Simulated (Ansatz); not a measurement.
# Ag: the cost of one run

Computed with Ansatz 0.2.0 (DFT PBE, scalar-relativistic, plane waves, PAW, unless a step's input says otherwise).

2 further runs of the same task are left out: 2 set aside as unsound or not needed. Runs told in other sessions of the task aren't counted.

### 1 The starting structure

It takes space group Fm-3m (No. 225, cubic). The conventional cell has a = 4.147 Å, b = 4.147 Å, c = 4.147 Å, α = 90.00°, β = 90.00°, γ = 90.00°. Ag (site symmetry m-3m) is surrounded by 12 Ag at 2.93 Å.

Structure file:

```
CELL_PARAMETERS angstrom
0.00000 2.07359 2.07359
2.07359 0.00000 2.07359
2.07359 2.07359 0.00000
ATOMIC_POSITIONS crystal
Ag 0.00000 0.00000 0.00000
```

This cell was relaxed beforehand with the same method: volume 17.83 Å³/atom, gap on the mesh none (metal).

Reference energy of this cell: -7590.5561 eV (1 atoms, 18×18×18 mesh, zero smearing).

### 2 Next cell: atoms packed at random at 1.08 times the crystal's volume

9 Ag were thrown into a skewed cell at random, at 1.08 times a reference volume of the solid, and pushed apart as soft spheres.

The cell holds 9 Ag: a = 5.698 Å, b = 5.322 Å, c = 5.826 Å, α = 98.87°, β = 83.26°, γ = 91.75°.

### 3 Relaxation without symmetry, coarse mesh

Cell and atoms move without symmetry, on a coarse mesh with loose thresholds.

Contents of input.yaml:

```yaml
crystal:
  lattice:
    - [5.687183, -0.071188, 0.336538]
    - [-0.071188, 5.303857, -0.428418]
    - [0.336538, -0.428418, 5.800945]
  atoms:
    - { symbol: Ag, position: [0.5731102579, 0.5958133166, 0.945273778] }
    - { symbol: Ag, position: [0.2537200402, 0.7256236006, 0.3547927563] }
    - { symbol: Ag, position: [0.9897738496, 0.3766436928, 0.0580511661] }
    - { symbol: Ag, position: [0.666688394, 0.4909164993, 0.4600274934] }
    - { symbol: Ag, position: [0.4138661917, 0.154329762, 0.1401750078] }
    - { symbol: Ag, position: [0.1663602606, 0.2848827296, 0.5843020544] }
    - { symbol: Ag, position: [0.1490301938, 0.8090983978, 0.8422613524] }
    - { symbol: Ag, position: [0.7325235766, 0.038772568, 0.7384375034] }
    - { symbol: Ag, position: [0.8287513257, 0.9341787939, 0.2527824036] }
  symmetry: { detect: false }
basis:
  ecutwfc: 420
kpoints:
  mp_grid: { grid: [2, 3, 2], shift: [0.5, 0.0, 0.5] }
hamiltonian:
  xc: pbe
scf:
  occupations: { method: gaussian, width: 0.1 }
  lower_state_search: "off"
output:
  forces: true
  stress: true
  eigenvalues: true
relax:
  adjacent_minimum: "off"
  f_tol: 0.04
  max_steps: 70
  cell: { stress_tol: 0.3 }
```

Command:

```sh
$ ansatz run input.yaml --threads 2 --pin off --max-ram 5120MiB --backend cpu --events-out ev --progress --plain --runs-dir out
```

**Question.** How long does this run take on 2 threads of AMD EPYC (Zen 3), shared host, and how much memory does it need?

About 89 s, with a peak of 0.51 GiB.
